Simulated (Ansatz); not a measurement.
GeO2: response to strain

Base system: GeO2 in the rutile structure (space group P4_2/mnm, No. 136; a = 4.4105 Å, c = 2.8702 Å). Axes: x, y, z lie along a, b, c of the conventional cell.

Strains are applied to the cell and any free atomic positions relax; under biaxial strain the out-of-plane vector relaxes too.

Computed with r2SCAN (Ansatz, an electronic-structure program, PAW, without spin-orbit coupling).

| variant | band gap | electron mass | hole mass |
|---|---|---|---|
| base | 2.51 eV | 0.23 mₑ along c, 0.28 mₑ across (at Γ) | 1.7 mₑ along c, 1.1 mₑ across (at Γ) |
| biaxial strain −2.06 %, plane normal [001], relaxed out of plane | 2.76 eV | 0.23 mₑ out of plane, 0.29 mₑ in plane (at Γ) | 1.5 mₑ out of plane, 1.1 mₑ in plane (at Γ) |
| biaxial strain +0.30 %, plane normal [001], relaxed out of plane | 2.48 eV | 0.23 mₑ out of plane, 0.28 mₑ in plane (at Γ) | 1.8 mₑ out of plane, 1.2 mₑ in plane (at Γ) |
| biaxial strain +4.66 %, plane normal [001], relaxed out of plane | 2.20 eV | 0.22 mₑ out of plane, 0.28 mₑ in plane (at Γ) | 2.7 mₑ out of plane, 1.2 mₑ in plane (at Γ) |
| isotropic strain −0.13 % | 2.57 eV | 0.23 mₑ along c, 0.29 mₑ across (at Γ) | 1.7 mₑ along c, 1.1 mₑ across (at Γ) |
| isotropic strain +1.27 % | 2.01 eV | 0.20 mₑ along c, 0.25 mₑ across (at Γ) | 1.9 mₑ along c, 1.2 mₑ across (at Γ) |
| tensor shear ε_xz = −2.05 % | 2.50 eV | 0.23 mₑ along z, 0.28 mₑ across (at Γ) | – |

Masses are band curvatures over ±0.01 Å⁻¹ around the edge. Gaps are Kohn–Sham eigenvalue differences; semilocal functionals usually give less than the measured gap. Stability against distortions was not tested.
